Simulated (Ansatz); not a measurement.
**SiC: moving Si off its site**

SiC, F-43m, a = 4.348 Å (as given, not relaxed at this level: 1.3 GPa). The compound has several low-lying forms, and this is one of them. Ansatz: r2SCAN, PAW, 500 eV, Γ-centred 6×6×6 mesh on 8 atoms, Gaussian smearing 0.05 eV; no spin polarisation.

```
Si C
1.0
     4.34800    0.00000    0.00000
     0.00000   -4.34800    0.00000
     0.00000    0.00000   -4.34800
Si C
4 4
Direct
  0.00000 0.50000 0.50000
  0.50000 0.00000 0.50000
  0.50000 0.50000 0.00000
  0.00000 0.00000 0.00000
  0.75000 0.75000 0.75000
  0.25000 0.25000 0.75000
  0.25000 0.75000 0.25000
  0.75000 0.25000 0.25000
```

Atom 1 (Si) moves by x along the unit vector (0.000, 1.000, 0.000), with its periodic images; all else is held. y is the free energy of the cell over the start, F the force along the path summed over the moved atoms. Symmetry makes y even in x.

| x (Å) | y (meV) | F (eV/Å) |
| --- | --- | --- |
| -0.300 | ? | ? |
| -0.180 | 427.5 | 4.70 |
| -0.060 | 48.0 | 1.60 |
| 0.000 | 0.0 | 0.00 |
| 0.090 | 107.7 | -2.39 |
| 0.120 | 191.1 | -3.17 |
| 0.150 | 297.8 | -3.94 |
| 0.210 | 579.5 | -5.44 |
| 0.240 | 753.4 | -6.15 |
| 0.270 | 948.4 | -6.84 |

**Question.** Fit y = c2 x² + c4 x⁴ to the energies of the other rows, give the force constant, and predict energy and force of the missing row.

**Answer.** Least squares on the rows shown. y = 13339 x² − 4518.1 x⁴. The force constant is 2 c2 = 26.7 eV/Å² (for all images moving together, not for a lone atom). The force −dy/dx at the missing row is 7.52 eV/Å (computed 7.51). At x = -0.300 the fit asked for gives 1163.9 meV. The run gave 1163.8 meV, so the fit is 0.1 meV too high, a small miss on the scale of the series.